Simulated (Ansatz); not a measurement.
**TiO₂: the gap under strain**

TiO₂, I4_1/amd, a = 3.818 Å, c = 9.775 Å. The compound has several low-lying forms, and this is one of them. Ansatz: PBE+U, PAW, 420 eV, Γ-centred 6×6×4 mesh on 12 atoms, Gaussian smearing 0.02 eV; U_eff Ti 4.00 eV; no spin polarisation. Series: uniaxial strain along a, with b, c and atoms relaxed; x is the strain in per cent. The gap is sought over the whole zone.

```tsv
x (%)	gap y (eV)
-3.0	2.745
-1.5	?
0.0	2.620
1.5	2.583
3.0	2.559
```

Fit y = E0 + c1 x + c2 x² to the other rows, give the deformation potential for this strain, and predict the missing gap.

Least squares on the rows shown. y = 2.6207 − 0.030927 x + 0.0034949 x². The deformation potential is 100 c1 = -3.09 eV per unit strain. At x = -1.5 the fit asked for gives 2.675 eV. The run gave 2.676 eV, so the fit is 0.001 eV too low, within twice the rms miss on the fitted rows (0.0006 eV).

Semilocal functionals give gaps under the measured ones; changes of the gap mostly carry over better.